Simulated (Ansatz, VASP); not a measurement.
Given: the input of a run of Ansatz 0.2.0 on Pd.

input.yaml

```yaml
crystal:
  lattice:
    - [2.7836650458, 0.0, 0.0]
    - [-1.3918325229, 2.4107246453, 0.0]
    - [0.0, 0.0, 4.628893]
  atoms:
    - { symbol: Pd, position: [0.3333333333, 0.6666666667, 0.25] }
    - { symbol: Pd, position: [0.6666666667, 0.3333333333, 0.75] }
hamiltonian:
  xc: pbe
  pseudopotentials: { kind: paw }
kpoints:
  mp_grid: { grid: [11, 11, 6] }
scf:
  occupations: { method: gaussian, width: 0.027 }
output:
  forces: true
  stress: true
  eigenvalues: true
```

Potentials or basis: Ansatz PAW.

Launch:

```console
$ ansatz run input.yaml --threads 2 --pin off --max-ram 5632MiB --backend cpu --events-out ev --progress --plain --runs-dir out
```

Problem. Set up the same calculation for VASP 6.6.1. Potentials there: VASP PAW PBE potentials, release 64 (Pd).

Solution. As run (the cutoff follows the program's own potentials):

INCAR

```
SYSTEM = Pd
  PREC = Accurate
  ENCUT = 520
  EDIFF = 1E-7
  ISMEAR = 0
  SIGMA = 0.027000000000000003
  LREAL = .FALSE.
  LASPH = .TRUE.
  NELM = 100
  ALGO = Normal
  ISIF = 2
  LWAVE = .FALSE.
  LCHARG = .FALSE.
  GGA = PE
  NBANDS = 17
```

Contents of KPOINTS:

```
Automatic mesh
0
G
  11 11 6
  0 0 0
```

Contents of POSCAR:

```
Pd
1.0
    2.7836650458      0.0000000000      0.0000000000
   -1.3918325229      2.4107246453      0.0000000000
    0.0000000000      0.0000000000      4.6288930000
Pd
2
Direct
    0.3333333333      0.6666666667      0.2500000000
    0.6666666667      0.3333333333      0.7500000000
```

Potentials or basis: VASP PAW PBE potentials, release 64 (Pd).

Command:

```sh
$ cat potpaw_PBE.64/Pd/POTCAR > POTCAR
$ mpirun -np 1 vasp_std > vasp.out
```

Both were run:

|  | VASP | Ansatz | Ansatz less VASP |
| --- | --- | --- | --- |
| gap on the k mesh at the Fermi level (eV) | none | none | - |
| pressure (GPa) | -1.8 | -1.6 | +0.25 |
| largest component of the traceless stress (GPa) | 0.32 | 0.42 | +0.097 |

A gap of «none» marks a metal or a gap that the smearing closes. The two sets of potentials don't hold the same shells in valence.
